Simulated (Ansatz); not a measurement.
# Field gradients at the nuclei in H7ClO3

The cell is a Materials Project structure (computed, not necessarily an observed phase).

```
H Cl O
1.0
     6.13661    0.00000    0.00000
    -2.26084    6.24648    0.00000
    -2.39552   -2.73316    5.65464
H Cl O
14 2 6
Direct
  0.39560 0.03419 0.23016
  0.57495 0.27222 0.46531
  0.91490 0.20468 0.08215
  0.17732 0.45272 0.08855
  0.06316 0.45849 0.31393
  0.74658 0.66963 0.78825
  0.45127 0.53457 0.56727
  0.22718 0.78171 0.65621
  0.93953 0.56681 0.54477
  0.73697 0.83840 0.57301
  0.00080 0.02121 0.57679
  0.70855 0.05927 0.46168
  0.40563 0.44773 0.97971
  0.23133 0.56254 0.86990
  0.42457 0.13530 0.79466
  0.97866 0.83200 0.11692
  0.58558 0.15249 0.35073
  0.07816 0.35806 0.18449
  0.63788 0.59775 0.60637
  0.12313 0.60188 0.59066
  0.83300 0.00040 0.57898
  0.32219 0.54783 0.01635
```

Atom numbers follow the list; atoms alike are taken as one site, whose name carries the number of the first.

Computed with Ansatz: DFT, r2SCAN, plane waves and PAW, scalar-relativistic, 500 eV cutoff, Γ-centred 5×4×4 k-points, Fermi–Dirac smearing 0.02 eV.

Conventions: |V_zz| ≥ |V_yy| ≥ |V_xx|, η = (V_xx − V_yy)/V_zz, C_Q = eQV_zz/h.

²H: I = 1, Q = 2.858 mb; 35Cl: I = 3/2, Q = -81.12 mb; 17O: I = 5/2, Q = -25.58 mb. Nuclear quadrupole moments: year-2017 set (Pyykkö).

Problem. Which values are expected at the nuclei?

Solution. 

```json
{"site": "H1", "atoms (order as listed)": "1", "first shell": "1 O at 1.00 Å; also 1 Cl at 2.16 Å", "V_zz (10²¹ V/m²)": "2.90", "η": "0.13", "C_Q (MHz)": "0.200"}
{"site": "H2", "atoms (order as listed)": "2", "first shell": "1 O at 0.99 Å; also 1 O at 1.96 Å", "V_zz (10²¹ V/m²)": "3.27", "η": "0.15", "C_Q (MHz)": "0.226"}
{"site": "H3", "atoms (order as listed)": "3", "first shell": "1 O at 0.98 Å", "V_zz (10²¹ V/m²)": "3.63", "η": "0.15", "C_Q (MHz)": "0.251"}
{"site": "H4", "atoms (order as listed)": "4", "first shell": "2 O at 1.19–1.23 Å, angle 167°", "V_zz (10²¹ V/m²)": "0.26", "η": "0.27", "C_Q (MHz)": "0.018"}
{"site": "H5", "atoms (order as listed)": "5", "first shell": "1 O at 1.00 Å; also 1 O at 1.69 Å", "V_zz (10²¹ V/m²)": "2.68", "η": "0.20", "C_Q (MHz)": "0.185"}
{"site": "H6", "atoms (order as listed)": "6", "first shell": "1 O at 1.03 Å; also 1 Cl at 1.88 Å", "V_zz (10²¹ V/m²)": "2.06", "η": "0.17", "C_Q (MHz)": "0.142"}
{"site": "H7", "atoms (order as listed)": "7", "first shell": "1 O at 0.98 Å; also 1 O at 2.25 Å", "V_zz (10²¹ V/m²)": "3.84", "η": "0.07", "C_Q (MHz)": "0.266"}
{"site": "H8", "atoms (order as listed)": "8", "first shell": "1 O at 1.02 Å; also 1 Cl at 1.99 Å", "V_zz (10²¹ V/m²)": "2.45", "η": "0.16", "C_Q (MHz)": "0.169"}
{"site": "H9", "atoms (order as listed)": "9", "first shell": "1 O at 0.98 Å; also 1 O at 2.10 Å", "V_zz (10²¹ V/m²)": "3.79", "η": "0.09", "C_Q (MHz)": "0.262"}
{"site": "H10", "atoms (order as listed)": "10", "first shell": "1 O at 1.02 Å; also 1 O at 1.61 Å", "V_zz (10²¹ V/m²)": "2.20", "η": "0.21", "C_Q (MHz)": "0.152"}
{"site": "H11", "atoms (order as listed)": "11", "first shell": "1 O at 1.00 Å; also 1 Cl at 2.20 Å", "V_zz (10²¹ V/m²)": "3.02", "η": "0.18", "C_Q (MHz)": "0.208"}
{"site": "H12", "atoms (order as listed)": "12", "first shell": "2 O at 1.14–1.29 Å, angle 173°", "V_zz (10²¹ V/m²)": "0.46", "η": "0.52", "C_Q (MHz)": "0.032"}
{"site": "H13", "atoms (order as listed)": "13", "first shell": "1 O at 1.00 Å; also 1 Cl at 2.19 Å", "V_zz (10²¹ V/m²)": "2.93", "η": "0.15", "C_Q (MHz)": "0.203"}
{"site": "H14", "atoms (order as listed)": "14", "first shell": "1 O at 0.99 Å; also 1 O at 1.88 Å", "V_zz (10²¹ V/m²)": "3.09", "η": "0.11", "C_Q (MHz)": "0.214"}
{"site": "Cl15", "atoms (order as listed)": "15", "first shell": "3 H at 1.99–2.20 Å; also 3 O at 3.01–3.14 Å", "V_zz (10²¹ V/m²)": "-4.57", "η": "0.97", "C_Q (MHz)": "8.97"}
{"site": "Cl16", "atoms (order as listed)": "16", "first shell": "3 H at 1.88–2.69 Å; also 3 O at 2.91–3.21 Å", "V_zz (10²¹ V/m²)": "3.66", "η": "0.88", "C_Q (MHz)": "-7.17"}
{"site": "O17", "atoms (order as listed)": "17", "first shell": "3 H at 0.99–1.29 Å", "V_zz (10²¹ V/m²)": "-13.36", "η": "0.66", "C_Q (MHz)": "8.27"}
{"site": "O18", "atoms (order as listed)": "18", "first shell": "3 H at 0.98–1.19 Å", "V_zz (10²¹ V/m²)": "-15.36", "η": "0.48", "C_Q (MHz)": "9.50"}
{"site": "O19", "atoms (order as listed)": "19", "first shell": "2 H at 0.98–1.03 Å, angle 106°; also 3 H at 1.61–2.10 Å", "V_zz (10²¹ V/m²)": "11.82", "η": "0.98", "C_Q (MHz)": "-7.31"}
{"site": "O20", "atoms (order as listed)": "20", "first shell": "2 H at 0.98–1.02 Å, angle 105°; also 2 H at 1.69–1.88 Å", "V_zz (10²¹ V/m²)": "-12.01", "η": "0.96", "C_Q (MHz)": "7.43"}
{"site": "O21", "atoms (order as listed)": "21", "first shell": "3 H at 1.00–1.14 Å", "V_zz (10²¹ V/m²)": "-14.66", "η": "0.37", "C_Q (MHz)": "9.07"}
{"site": "O22", "atoms (order as listed)": "22", "first shell": "3 H at 0.99–1.23 Å", "V_zz (10²¹ V/m²)": "-13.53", "η": "0.60", "C_Q (MHz)": "8.37"}
```

At H1, H2, H3, H5, H6 and H7 and others V_zz points along its bond to O (within 3°) in each case. At O18 and O21 V_zz stands upright on the plane through its three neighbours (within 9°) in each case. At H4 V_zz points along the line of its two bonds (within 6°).

The largest force is 0.6 eV/Å, so the atoms aren't at the calculated equilibrium and relaxing them would move these values. The lattice is static: at room temperature water may turn and average the couplings of its hydrogen. Where η is near 1 the sign of V_zz means little.

Hardware: 1 thread of Arm Neoverse V2 (aarch64; 8 cores open to the job, memory cap 2.5 GiB, no GPU), a shared host with a load of 0.8 a core. Wall time 2.3 min, CPU time 2.3 min, peak memory 1 GiB.
